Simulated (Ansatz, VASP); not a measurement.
SnO2: VASP beside Ansatz

```
CELL_PARAMETERS angstrom
4.72072 0.00000 0.00000
0.00000 4.72072 0.00000
0.00000 0.00000 3.18876
ATOMIC_POSITIONS crystal
Sn 0.00000 0.00000 0.94731
Sn 0.50000 0.50000 0.55269
O 0.25236 0.35985 0.03065
O 0.24764 0.85985 0.46935
O 0.74764 0.64015 0.03065
O 0.75236 0.14015 0.46935
```

Change from the starting cell: mode 4 frozen in at -0.359 Å and mode 5 at -0.168 Å (largest displacements).

Alike in both runs: task single point; functional LDA; k mesh 6 × 6 × 8; occupations gaussian, width 0.05 eV; no spin polarisation.

```csv
,VASP,Ansatz
version,VASP 6.6.1,Ansatz 0.2.0
potentials or method,"VASP PAW LDA potentials, release 64 (Sn_d, O)","scalar-relativistic, plane waves, PAW"
plane-wave cutoff (eV),520,520
valence electrons in the cell,52,52
```

```tsv
	VASP	Ansatz	Ansatz less VASP
gap on the k mesh at the Fermi level (eV)	1.24	1.23	-0.010
least direct gap on the mesh (eV)	1.32	1.31	-0.016
pressure (GPa)	-4.1	-5.4	-1.21
largest component of the traceless stress (GPa)	1.33	1.60	+0.272
rms of the force components (eV/Å)	0.556	0.549	-0.0066
```

Atom by atom the forces differ by 0.031 eV/Å (rms over components). Ansatz warned: «pseudo_functional_mismatch».

Caveats: spin-orbit coupling is left out, which moves the levels of the heavy elements; forces of over 1 eV/Å show positions far from the minimum, so gaps and moduli don't describe the material at rest. A k mesh can miss the band edges.
